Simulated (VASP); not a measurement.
# Mg12B (a cell with a defect) in VASP: a series of runs

Runs on Mg12B (a cell with a defect). Level: PBEsol. Tasks: single point, relaxation of the atoms.

Program: VASP 6.6.1. These are calculated values, not measurements. Logs are shortened: lines on timing, memory, paths and dates and some standing lists are left out, and cuts for length are marked.

### 1 The structure

The cell holds a defect, 13 atoms: a = 6.420 Å, b = 9.630 Å, c = 5.213 Å, α = 90.00°, β = 90.00°, γ = 120.00°.

The cell was built by a generator and needn't be a form met in nature.

### 2 Single point, PBEsol

Contents of INCAR:

```
PREC     = Accurate       # precision mode
ENCUT    = 520            # plane-wave cutoff, eV
EDIFF    = 1E-6           # SCF threshold, eV
ISMEAR   = -1             # smearing method
SIGMA    = 0.05           # smearing width, eV
LREAL    = F              # projectors in reciprocal space
LASPH    = T              # aspherical terms in the spheres
NELM     = 60             # most SCF steps
ALGO     = Fast           # electronic algorithm
ISIF     = 2              # what is computed and relaxed
LWAVE    = F              # write WAVECAR
LCHARG   = F              # write CHGCAR
GGA      = PS             # functional
NBANDS   = 26             # bands
```

Contents of KPOINTS:

```
Automatic mesh
0
Gamma
  2 2 2
```

Contents of POSCAR:

```
Mg12B
1.0
    6.4200000000      0.0000000000      0.0000000000
   -4.8150000000      8.3398250000      0.0000000000
    0.0000000000      0.0000000000      5.2130400000
Mg B
12 1
Direct
    0.0039435763      0.0059033627     -0.0000057979
    0.1704148218      0.2274701334      0.4984644402
   -0.0056945787      0.3299669040     -0.0006939677
    0.1622981731      0.5444556721      0.4852524505
    0.0006992807      0.6623560392      0.0001975533
    0.1715544236      0.8963400081      0.4933324410
    0.5042723655      0.0109810067      0.0147447115
    0.6711267978      0.2253882587      0.5013003725
    0.4954588844      0.3278469354      0.0014344478
    0.6621673348      0.5487503260      0.4987097597
    0.4937445057      0.6588991752      0.0071084230
    0.6654332185      0.8941757866      0.4986601779
    0.8302383963      0.7770504920      0.7485491883
```

Potentials or basis: VASP PAW PBE potentials, release 64 (Mg, B).

Started as:

```
cat potpaw_PBE.64/Mg/POTCAR potpaw_PBE.64/B/POTCAR > POTCAR
mpirun -np 1 vasp_std > vasp.out
```

OUTCAR:

```text
PREC = Accurate
   ENCUT = 520
   EDIFF = 1E-6
   ISMEAR = -1
   LREAL = F
   LASPH = T
   NELM = 60
   ISIF = 2
   GGA = PS

 ion  position               nearest neighbor table
   1  0.004  0.006  1.000-  13 2.32   9 3.13   3 3.15   6 3.17   2 3.19   7 3.19   2 3.20  12 3.21
                            12 3.22   6 3.22   7 3.23   5 3.30  11 3.31
   2  0.170  0.227  0.498-   4 3.08  10 3.13   9 3.16   3 3.18   9 3.19   1 3.19   3 3.19   6 3.19
                             8 3.20   1 3.20   8 3.22  12 3.23
   3  0.994  0.330  0.999-   4 3.10   7 3.11   1 3.15   8 3.16   8 3.17   5 3.18   2 3.18  11 3.19
                             2 3.19   9 3.19   4 3.22   9 3.23
   4  0.162  0.544  0.485-   2 3.08  11 3.10   3 3.10   8 3.11   5 3.15  10 3.19   3 3.22  10 3.23
                             5 3.28  11 3.29  12 3.30   6 3.36
   5  0.001  0.662  0.000-  13 2.31   4 3.15   3 3.18  11 3.18  10 3.21  10 3.22   6 3.23   9 3.23
                            11 3.24   4 3.28   6 3.28   7 3.30   1 3.30
   6  0.172  0.896  0.493-  13 2.32   7 3.11   1 3.17  12 3.18   8 3.19   2 3.19   1 3.22   5 3.23
                            12 3.24   5 3.28   7 3.29  10 3.31   4 3.36
   7  0.504  0.011  0.015-   9 3.08   8 3.10   6 3.11   3 3.11  12 3.14   1 3.19   8 3.22   1 3.23
                            12 3.28   6 3.29   5 3.30  11 3.36
   8  0.671  0.225  0.501-   7 3.10   4 3.11  10 3.14   3 3.16  12 3.17   3 3.17   9 3.19   9 3.19
                             6 3.19   2 3.20   7 3.22   2 3.22
   9  0.495  0.328  0.001-   7 3.08   1 3.13   2 3.16  10 3.18   2 3.19   8 3.19   8 3.19   3 3.19
                            11 3.19  10 3.20   3 3.23   5 3.23
  10  0.662  0.549  0.499-  13 2.31   2 3.13   8 3.14  11 3.16   9 3.18   4 3.19   9 3.20   5 3.21
                             5 3.22   4 3.23  11 3.24   6 3.31  12 3.32
  11  0.494  0.659  0.007-  13 2.31   4 3.10  10 3.16   5 3.18   3 3.19   9 3.19  12 3.23  10 3.24
                             5 3.24   4 3.29  12 3.30   1 3.31   7 3.36
  12  0.665  0.894  0.499-  13 2.30   7 3.14   8 3.17   6 3.18   1 3.21   1 3.22   2 3.23  11 3.23
                             6 3.24   7 3.28  11 3.30   4 3.30  10 3.32
  13  0.830  0.777  0.749-  12 2.30  11 2.31  10 2.31   5 2.31   1 2.32   6 2.32

  LATTYP: Found a simple monoclinic cell.
 ALAT       =     6.4200000000
 B/A-ratio  =     0.8120000000
 C/A-ratio  =     1.3228757108
 COS(beta)  =    -0.1889822286

  Lattice vectors:

 A1 = (   6.4200000000,   0.0000000000,   0.0000000000)
 A2 = (   0.0000000000,   0.0000000000,   5.2130400000)
 A3 = (  -1.6050000000,  -8.3398250000,   0.0000000000)

Analysis of symmetry for initial positions (statically):
=====================================================================
 Subroutine PRICEL returns:
 Original cell was already a primitive cell.

 Routine SETGRP: Setting up the symmetry group for a
 simple monoclinic supercell.

 Subroutine GETGRP returns: Found  1 space group operations
 (whereof  1 operations were pure point group operations)
 out of a pool of  4 trial point group operations.

The static configuration has the point symmetry C_1 .

Analysis of symmetry for dynamics (positions and initial velocities):
=====================================================================
 Subroutine PRICEL returns:
 Original cell was already a primitive cell.

 Routine SETGRP: Setting up the symmetry group for a
 simple monoclinic supercell.

 Subroutine GETGRP returns: Found  1 space group operations
 (whereof  1 operations were pure point group operations)
 out of a pool of  4 trial point group operations.

The dynamic configuration has the point symmetry C_1 .

 Subroutine INISYM returns: Found  1 space group operations
 (whereof  1 operations are pure point group operations),
 and found     1 'primitive' translations

----------------------------------------------------------------------------------------

                                     Primitive cell

  volume of cell :     279.1149

  direct lattice vectors                    reciprocal lattice vectors
     6.420000000  0.000000000  0.000000000     0.155763240  0.089929945  0.000000000
    -4.815000000  8.339825000  0.000000000     0.000000000  0.119906593  0.000000000
     0.000000000  0.000000000  5.213040000     0.000000000  0.000000000  0.191826650

  length of vectors
     6.420000000  9.630000313  5.213040000     0.179859895  0.119906593  0.191826650

  position of ions in fractional coordinates (direct lattice)
     0.003943576  0.005903363  0.999994202
     0.170414822  0.227470133  0.498464440
     0.994305421  0.329966904  0.999306032
     0.162298173  0.544455672  0.485252450
     0.000699281  0.662356039  0.000197553
     0.171554424  0.896340008  0.493332441
     0.504272366  0.010981007  0.014744712
     0.671126798  0.225388259  0.501300372
     0.495458884  0.327846935  0.001434448
     0.662167335  0.548750326  0.498709760
     0.493744506  0.658899175  0.007108423
     0.665433218  0.894175787  0.498660178
     0.830238396  0.777050492  0.748549188

  ion indices of the primitive-cell ions
   primitive index   ion index
                 1           1
                 2           2
                 3           3
                 4           4
                 5           5
                 6           6
                 7           7
                 8           8
                 9           9
                10          10
                11          11
                12          12
                13          13

----------------------------------------------------------------------------------------

 KPOINTS: Automatic mesh

Automatic generation of k-mesh.
 Grid dimensions read from file:
 generate k-points for:    2    2    2

 Generating k-lattice:

  Cartesian coordinates                     Fractional coordinates (reciprocal lattice)
     0.077881620  0.044964972  0.000000000     0.500000000  0.000000000  0.000000000
     0.000000000  0.059953296  0.000000000     0.000000000  0.500000000  0.000000000
     0.000000000  0.000000000  0.095913325     0.000000000  0.000000000  0.500000000

  Length of vectors
     0.089929947  0.059953296  0.095913325

  Shift w.r.t. Gamma in fractional coordinates (k-lattice)
     0.000000000  0.000000000  0.000000000

 Subroutine IBZKPT returns following result:
 ===========================================

 Found      8 irreducible k-points:

 Following reciprocal coordinates:
            Coordinates               Weight
  0.000000  0.000000  0.000000      1.000000
  0.500000  0.000000  0.000000      1.000000
  0.000000  0.500000  0.000000      1.000000
  0.500000  0.500000  0.000000      1.000000
  0.000000  0.000000  0.500000      1.000000
  0.500000  0.000000  0.500000      1.000000
  0.000000  0.500000  0.500000      1.000000
  0.500000  0.500000  0.500000      1.000000
   k-points           NKPTS =      8   k-points in BZ     NKDIM =      8   number of bands    NBANDS=     26
   number of dos      NEDOS =    301   number of ions     NIONS =     13
   total plane-waves  NPLWV = 138240
   dimension x,y,z NGX =    48 NGY =   72 NGZ =   40
   dimension x,y,z NGXF=    96 NGYF=  144 NGZF=   80
   ions per type =              12   1
   NGX,Y,Z   is equivalent  to a cutoff of  12.43, 12.43, 12.76 a.u.
   NGXF,Y,Z  is equivalent  to a cutoff of  24.86, 24.86, 25.51 a.u.
 SYSTEM =  unknown system
   PREC   = accura    normal or accurate (medium, high low for compatibility)
   ISTART =      0    job   : 0-new  1-cont  2-samecut
   ICHARG =      2    charge: 1-file 2-atom 10-const
   ISPIN  =      1    spin polarized calculation?
   LNONCOLLINEAR =      F non collinear calculations
   LSORBIT =      F    spin-orbit coupling
   LASPH  =      T    aspherical Exc in radial PAW
   ENCUT  =  520.0 eV  38.22 Ry    6.18 a.u.  11.94 17.91  9.69*2*pi/ulx,y,z
   NELM   =     60;   NELMIN=  2; NELMDL= -5     # of ELM steps
   EDIFF  = 0.1E-05   stopping-criterion for ELM
   LREAL  =      F    real-space projection
   EDIFFG = 0.1E-04   stopping-criterion for IOM
   NSW    =      0    number of steps for IOM
   IBRION =     -1    ionic relax: 0-MD 1-quasi-New 2-CG
   NFREE  =      0    steps in history (QN), initial steepest desc. (CG)
   ISIF   =      2    stress and relaxation
   ISYM   =      2    0-nonsym 1-usesym 2-fastsym
   POTIM  = 0.5000    time-step for ionic-motion
   TEBEG  =    0.0;   TEEND  =   0.0 temperature during run
   PSTRESS=    0.0 pullay stress
   NELECT =      27.0000    total number of electrons
   NUPDOWN=      -1.0000    fix difference up-down
   EMIN   =  10.00;   EMAX   =-10.00  energy-range for DOS
   EFERMI =   0.00;   METHOD = LEGACY
   ISMEAR =    -1;   SIGMA  =   0.05  broadening in eV -4-tet -1-fermi 0-gaus
   EFERMI_NEDOS =   21; number of points for ismear=-14 and -15
   IALGO  =     68    algorithm
   IMIX   =      4    mixing-type and parameters
     AMIX     =   0.40;   BMIX     =  1.00
     AMIX_MAG =   1.60;   BMIX_MAG =  1.00
  volume/ion in A,a.u.               =      21.47       144.89
  Fermi-wavevector in a.u.,A,eV,Ry     =   0.751511  1.420149  7.684136  0.564768
  Thomas-Fermi vector in A             =   1.848508
   LORBIT       =      0    0 simple, 1 ext, 2 COOP (PROOUT), +10 PAW based schemes
   GGA     = PS    functional components
   LHFCALC =     F    Hartree Fock is set to
   AEXX    =    0.0000 exact exchange contribution
   IVDW    =     0    specifies the selected vdW correction
   LEPSILON=     F    determine dielectric tensor
   LRPA    =     F    only Hartree local field effects (RPA)
 non-spin polarized calculation
 RMM-DIIS sequential band-by-band and
  energy-cutoff  :      520.00
  volume of cell :      279.11
 maximum number of plane-waves:      7532
 NGX is ok and might be reduce to    48
   NGX = 23   NGY = 35   NGZ = 19

 number of electron      27.0000000 magnetization

 Free energy of the ion-electron system (eV)
  ---------------------------------------------------
  ext. energy  EPLUGINS =         0.00000000
  ---------------------------------------------------
  free energy    TOTEN  =       -26.25034601 eV

  energy without entropy =      -26.20635679  energy(sigma->0) =      -26.22835140

 E-fermi :   2.5935     XC(G=0):  -8.6559

 val. band max:        2.5737880550   @ k =   0.5000   0.5000   0.0000
 cond. band min:       2.6610770195   @ k =   0.5000   0.5000   0.0000
 fundamental gap:      0.0872889645
 Fermi energy:         2.5935289370

 k-point     1 :       0.0000    0.0000    0.0000
  band No.  band energies     occupation
      1      -5.1802      2.00000
      2      -3.2058      2.00000
      3      -2.2892      2.00000
      4      -1.1581      2.00000
      5      -0.9157      2.00000
      6       0.0360      2.00000
[... 17 lines left out ...]
     24       5.4088      0.00000
     25       5.8150      0.00000

 k-point     2 :       0.5000    0.0000    0.0000
  band No.  band energies     occupation
      1      -4.8523      2.00000
      2      -3.1115      2.00000
      3      -2.7726      2.00000
      4      -2.5996      2.00000
      5      -0.3587      2.00000
      6       0.0377      2.00000
[... 160 lines left out ...]
 k-point     8 :       0.5000    0.5000    0.5000
  band No.  band energies     occupation
      1      -4.4927      2.00000
      2      -2.1228      2.00000
      3      -2.0504      2.00000
      4      -1.9544      2.00000
      5      -1.0543      2.00000
      6      -0.8604      2.00000
[... 17 lines left out ...]
     24       5.8141      0.00000
     25       6.3708      0.00000
 [bands above 25 left out]

------------------------ aborting loop because EDIFF is reached ----------------------------------------

  FORCE on cell =-STRESS in cart. coord.  units (eV):
  Direction    XX          YY          ZZ          XY          YZ          ZX
  --------------------------------------------------------------------------------------
  -------------------------------------------------------------------------------------
  Total       -2.7506817     -0.2200872      3.4408596      0.0486780     -0.3176228      0.1777609
  in kB      -15.7894826     -1.2633459     19.7512465      0.2794220     -1.8232206      1.0203844
  external PRESSURE =       0.8994727 kB  Pullay stress =       0.0000000 kB

 VOLUME and BASIS-vectors are now :
 -----------------------------------------------------------------------------
  energy-cutoff  :      520.00
  volume of cell :      279.11
      direct lattice vectors                 reciprocal lattice vectors
     6.420000000  0.000000000  0.000000000     0.155763240  0.089929945  0.000000000
    -4.815000000  8.339825000  0.000000000     0.000000000  0.119906593  0.000000000
     0.000000000  0.000000000  5.213040000     0.000000000  0.000000000  0.191826650

 POSITION                                       TOTAL-FORCE (eV/Angst)
 -----------------------------------------------------------------------------------
     -0.00311      0.04923      5.21301        -0.017530     -0.025567      0.015724
     -0.00121      1.89706      2.59852         0.000516     -0.005242     -0.007875
      4.79465      2.75187      5.20942        -0.002586     -0.003402     -0.000625
     -1.57960      4.54067      2.52964        -0.004218      0.008090     -0.010569
     -3.18475      5.52393      0.00103        -0.032200      0.014643      0.013404
     -3.21450      7.47532      2.57176        -0.038679     -0.021235     -0.013642
      3.18456      0.09158      0.07686        -0.000770     -0.005945      0.011315
      3.22339      1.87970      2.61330         0.004313      0.003127     -0.000268
      1.60226      2.73419      0.00748        -0.001395      0.005001      0.005667
      1.60888      4.57648      2.59979         0.007064      0.012517     -0.022551
     -0.00276      5.49510      0.03706         0.012249      0.007804      0.020051
     -0.03338      7.45727      2.59954         0.002993     -0.011997     -0.031728
      1.58863      6.48047      3.90222         0.070241      0.022206      0.021096
 -----------------------------------------------------------------------------------
    total drift:                               -0.000008     -0.000012      0.000011

  FREE ENERGIE OF THE ION-ELECTRON SYSTEM (eV)
  ---------------------------------------------------
  free  energy   TOTEN  =       -26.2503460150 eV

  energy  without entropy=      -26.2063567949  energy(sigma->0) =      -26.22835140
```

It took 42 s on 1 thread of Intel Xeon 6975P-C (Granite Rapids), shared host; peak memory 0.34 GiB.

Results:

| Property | Result |
| --- | --- |
| Free energy | -26.2503 eV |
| Pressure | 0.1 GPa |
| Largest force | 0.077 eV/Å |
| Band gap on the k mesh | none (metal or under the smearing width) |

Forces on the atoms (eV/Å):
```
Mg  -0.018 -0.026  0.016
Mg   0.001 -0.005 -0.008
Mg  -0.003 -0.003 -0.001
Mg  -0.004  0.008 -0.011
Mg  -0.032  0.015  0.013
Mg  -0.039 -0.021 -0.014
Mg  -0.001 -0.006  0.011
Mg   0.004  0.003  0.000
Mg  -0.001  0.005  0.006
Mg   0.007  0.013 -0.023
Mg   0.012  0.008  0.020
Mg   0.003 -0.012 -0.032
B    0.070  0.022  0.021
```

Levels at points of the mesh, in eV from the Fermi level:
```csv
k point,band 11,band 12,band 13,band 14,band 15,band 16
"(0.00, 0.00, 0.00)",-0.62,-0.35,-0.05,0.19,0.63,0.81
"(0.50, 0.00, 0.00)",-0.41,-0.19,-0.18,-0.03,0.16,0.42
"(0.00, 0.50, 0.00)",-1.27,-0.71,-0.71,-0.24,0.74,1.13
"(0.50, 0.50, 0.00)",-0.29,-0.02,0.07,0.47,0.94,0.97
"(0.00, 0.00, 0.50)",-1.47,-1.21,-0.91,-0.57,-0.07,0.91
"(0.50, 0.00, 0.50)",-1.06,-0.68,-0.38,0.43,0.58,0.94
"(0.00, 0.50, 0.50)",-1.33,-0.98,-0.85,-0.73,-0.70,-0.34
"(0.50, 0.50, 0.50)",-2.15,-1.90,0.27,0.96,1.29,1.46
```

Caveat: the k mesh is coarse (spacing up to 0.60 Å⁻¹), so the values aren't converged; the PAW data sets were made with another functional, which shifts forces and pressure a little.

(Part 1 of 3 ends here.)
